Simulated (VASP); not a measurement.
Here is a VASP 6.6.1 calculation.

Contents of INCAR:

```
ALGO     = Normal         # electronic algorithm
EDIFF    = 1E-6           # SCF threshold, eV
ENCUT    = 520            # plane-wave cutoff, eV
GGA      = PE             # functional
ISIF     = 2              # what is computed and relaxed
ISMEAR   = 0              # smearing method
LASPH    = True           # aspherical terms in the spheres
LCHARG   = False          # write CHGCAR
LREAL    = False          # projectors in reciprocal space
LWAVE    = False          # write WAVECAR
NBANDS   = 38             # bands
NELM     = 100            # most SCF steps
PREC     = Accurate       # precision mode
SIGMA    = 0.1            # smearing width, eV
```

Contents of KPOINTS:

```
k-points
0
Gamma
  6 6 4
```

Contents of POSCAR:

```
Rh
1.0
    2.3637800491     -1.3641773250     -0.0390043346
    2.3637800491      1.3641773250     -0.0390043346
   -1.4212732494      0.0000000000      8.7660434250
Rh
4
Direct
   -0.1246318720     -0.1246318720      0.1252182541
    1.1246318720      1.1246318720      0.8747817459
    0.7084675228      0.7084675228      0.6252611592
    0.2915324772      0.2915324772      0.3747388408
```

Potentials or basis: VASP PAW PBE potentials, release 64 (Rh_pv).

The run is started by

```bash
$ cat potpaw_PBE.64/Rh_pv/POTCAR > POTCAR
$ mpirun -np 1 vasp_std > vasp.out
```

Predict the band gap on the k mesh.

none (metal or under the smearing width).

What does it give for the pressure?

0.1 GPa.

Forces on the atoms (eV/Å):
```
Rh   0.000  0.000  0.006
Rh   0.000  0.000 -0.006
Rh   0.000  0.000 -0.001
Rh   0.000  0.000  0.001
```

Caveat: the k mesh is coarse (spacing up to 0.44 Å⁻¹), so the values aren't converged.
